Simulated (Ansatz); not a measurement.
# CsI: how the settings move a single-point run

Aim: see which settings change the result for CsI, by how much, and at what cost.

Computed with Ansatz 0.2.0 (reference: DFT, PBE, plane waves, PAW, unless a step's input says otherwise).

1 further run of the same task is left out (it didn't finish).

## Step 1: The system as given

The structure is cubic, space group Pm-3m (No. 221). The conventional cell has a = 4.608 Å, b = 4.608 Å, c = 4.608 Å, α = 90.00°, β = 90.00°, γ = 90.00°. Cs (site symmetry m-3m) has 8 I at 3.99 Å as nearest neighbours. I (site symmetry m-3m) is surrounded by 8 Cs at 3.99 Å.

Coordinates:

```cif
data_structure
_symmetry_space_group_name_H-M 'Pm-3m'
_symmetry_Int_Tables_number 221
_cell_length_a 4.6081
_cell_length_b 4.6081
_cell_length_c 4.6081
_cell_angle_alpha 90.000
_cell_angle_beta 90.000
_cell_angle_gamma 90.000
_cell_volume 97.85
loop_
_atom_site_label
_atom_site_type_symbol
_atom_site_symmetry_multiplicity
_atom_site_Wyckoff_symbol
_atom_site_fract_x
_atom_site_fract_y
_atom_site_fract_z
_atom_site_occupancy
Cs1 Cs 1 a 0.00000 0.00000 0.00000 1
I1 I 1 b 0.50000 0.50000 0.50000 1
```

## Step 2: Baseline

File input.yaml:

```yaml
crystal:
  lattice:
    - [4.6080833777, 0.0, 0.0]
    - [0.0, 4.6080833777, 0.0]
    - [0.0, 0.0, 4.6080833777]
  atoms:
    - { symbol: Cs, position: [0.0, 0.0, 0.0] }
    - { symbol: I, position: [0.5, 0.5, 0.5] }
kpoints:
  mp_grid: { grid: [4, 4, 4] }
hamiltonian:
  xc: pbe
scf:
  occupations: { method: fixed }
  n_extra_bands: 4
output:
  forces: true
  stress: true
  eigenvalues: true
```

On the command line:

```bash
$ ansatz run input.yaml --threads 4 --pin off --max-ram 3686MiB --backend cpu --events-out ev --progress --plain --runs-dir out
```

## Step 3: Changed: ecutwfc 500

input.yaml: that of step 2 with these lines changed.

```diff
@@ -19 +19,3 @@
   eigenvalues: true
+basis:
+  ecutwfc: 500
```

## Step 4: Changing settings: xc mr2scan

input.yaml: that of step 2 with these lines changed.

```diff
@@ -11,3 +11,3 @@
 hamiltonian:
-  xc: pbe
+  xc: mr2scan
 scf:
```

## Step 5: Changed: mp_grid.shift [0, 0, 0.5]

input.yaml: that of step 2 with these lines changed.

```diff
@@ -9,3 +9,3 @@
 kpoints:
-  mp_grid: { grid: [4, 4, 4] }
+  mp_grid: { grid: [4, 4, 4], shift: [0, 0, 0.5] }
 hamiltonian:
```

## Step 6: Changing settings: mp_grid.shift [0.5, 0.5, 0.5]

input.yaml: that of step 2 with these lines changed.

```diff
@@ -9,3 +9,3 @@
 kpoints:
-  mp_grid: { grid: [4, 4, 4] }
+  mp_grid: { grid: [4, 4, 4], shift: [0.5, 0.5, 0.5] }
 hamiltonian:
```

## Step 7: Changing settings: occupations.method cold, occupations.width 0.05

input.yaml: that of step 2 with these lines changed.

```diff
@@ -13,3 +13,3 @@
 scf:
-  occupations: { method: fixed }
+  occupations: { method: cold, width: 0.05 }
   n_extra_bands: 4
```

## Step 8: Changed: occupations.method methfessel_paxton, occupations.width 0.5

input.yaml: that of step 2 with these lines changed.

```diff
@@ -13,3 +13,3 @@
 scf:
-  occupations: { method: fixed }
+  occupations: { method: methfessel_paxton, width: 0.5 }
   n_extra_bands: 4
```

Before running it: what results should come out? Wanted: for each run, ending; energy change; pressure; gap; force.

As calculated:

```csv
run,ending,energy change,pressure (GPa),gap (eV),force (eV/Å),cycles,time
reference,converged,0,0.4,3.80,0.00,6,0.41 s
1: ecutwfc 500,converged,-0.4 meV/atom,0.4,3.80,0.00,6,0.5 s
2: xc mr2scan,converged,not comparable,0.0,4.52,0.00,6,1.1 s
"3: mp_grid.shift [0, 0, 0.5]",converged,-0.8 meV/atom,0.4,4.18,0.00,6,0.44 s
"4: mp_grid.shift [0.5, 0.5, 0.5]",converged,-2.4 meV/atom,0.4,4.94,0.00,6,0.29 s
"5: occupations.method cold, occupations.width 0.05",converged,0.0 meV/atom (σ→0),0.4,3.80,0.00,5,0.39 s
"6: occupations.method methfessel_paxton, occupations.width 0.5",converged,0.0 meV/atom (σ→0),0.4,3.80,0.00,5,0.38 s
```

Residual by cycle in the longest SCF loop of each run; runs are numbered as in the table. The quantity is the density residual dr2, in eV.

```csv
cycle,reference,run 1,run 2,run 3,run 4,run 5,run 6
1,6.7e-5,9.0e-5,0.00644,7.1e-5,1.4e-4,6.8e-5,6.8e-5
2,3.6e-5,5.0e-5,0.00169,5.0e-5,4.8e-5,3.6e-5,3.6e-5
3,3.7e-6,1.6e-5,5.0e-5,1.1e-5,1.0e-5,4.7e-6,4.8e-6
4,1.2e-7,4.3e-7,1.3e-5,6.3e-7,9.8e-7,1.1e-7,1.1e-7
5,8.7e-9,3.8e-8,3.3e-7,2.9e-8,1.7e-7,9.3e-9,9.7e-9
6,4.6e-10,2.5e-9,2.6e-8,3.7e-9,1.4e-8,-,-
```

The gap of the reference lacks spin-orbit coupling, though the cell holds I and Cs.
